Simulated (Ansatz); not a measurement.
What a trial cell of Se relaxes into

The calculation used DFT PBE, scalar-relativistic, plane waves, PAW (Ansatz 0.2.0).

The start puts Se on the indium (bct) structure type (I4/mmm, No. 139), at a guessed volume.

The final relaxation ran on this input, with the default PAW datasets:

```yaml
crystal:
  lattice:
    - [-1.3237356188, 1.3237356188, 4.622508009]
    - [1.3237356188, -1.3237356188, 4.622508009]
    - [1.3237356188, 1.3237356188, -4.622508009]
  atoms:
    - { symbol: Se, position: [0.0, 0.0, 0.0] }
basis:
  ecutwfc: 420
kpoints:
  mp_grid: { grid: [28, 28, 28] }
hamiltonian:
  xc: pbe
scf:
  occupations: { method: gaussian, width: 0.1 }
output:
  forces: true
  stress: true
  eigenvalues: true
relax:
  adjacent_minimum: "off"
  f_tol: 0.01
  max_steps: 80
  cell: { stress_tol: 0.05 }
```

It can be run as:

```bash
ansatz run input.yaml --threads 1 --pin off --backend cpu --events-out ev --progress --plain --runs-dir out  # memory cap (--max-ram) not shown
```

The program printed at the end:

```
SCF converged after 5 iterations
Free energy (F): -5468.861480 eV
Harris-Foulkes:  -5468.861480 eV  (|F-HF|=9.09e-13)
Internal energy: -5468.857808 eV  (E = F + TS)
E sigma→0 (E₀):  -5468.859644 eV
Entropy (-TS):   -0.003671 eV (-3.671 meV/atom)
Fermi energy:    5.156064 eV
--- Per-component energies (eV) ---
  E_band       = -434.683874
  E_kinetic    = 116.628283
  E_local      = -2897.379475  (includes V_loc(G=0)·N_el)
  E_nonlocal   = -594.178793
  E_hartree    = 1410.071138
  E_xc         = -103.321487
  E_vxc        = -96.966286  (∫ρ·V_xc dr)
  E_paw        = -1912.214522  (= ΣΔE_a)
  E_vpaw       = 217.070753  (= ΣTr[D̂ρ^β])
  E_aug_tail   = -0.000608  (compensation charges beyond the density's cutoff)
  E_ewald      = -1488.462346
  E_smearing   = -0.003671  (= −TS)
  E_closure    = 0.000000  (closes the sum)
  Σ components = -5468.861480   (vs F -5468.861480, Δ=0.00e0)
--- Forces (eV/Å), atoms counted from 1 ---
  atom   1  Se     0.00000000     0.00000000     0.00000000
  max |Σ_I F_I| component: 3.79e-29 eV/Å
--- Stress (GPa, compression-positive) ---
       -0.022796       0.000000       0.000000
        0.000000      -0.022796       0.000000
        0.000000       0.000000       0.001351
  P = ⅓ Tr σ = -0.0147 GPa (-0.147 kbar)
--- Relaxed structure (7 steps of the walk, 7 accepted, 1 SCFs on fresh bases) ---
  F+E_penalty+E_count = -5468.86147954 eV   max|allowed force component| = 0.000e0 eV/Å   (the final SCF, on the basis selected at the relaxed cell)
  cell:  # Å, volume = 31.0260 Å³
    - [-1.318882, 1.318882, 4.459169]
    - [1.318882, -1.318882, 4.459169]
    - [1.318882, 1.318882, -4.459169]
  atoms:
    - { symbol: Se, position: [0.0, 0.0, 0.0] }
```

Total energies depend on the potentials used, so only differences within one code and one set of settings carry meaning.

The result has space group I4/mmm (No. 139). Se has 4 Se at 2.64 Å.

It lies 0.22 eV/atom above the element's standard state at the same level.

For metals, differences of a few meV/atom aren't resolved. No dispersion correction is applied, so the spacing between layers, chains or molecules is poorly fixed, and with it the volume and density.

A structure relaxed within its symmetry needn't be a true minimum.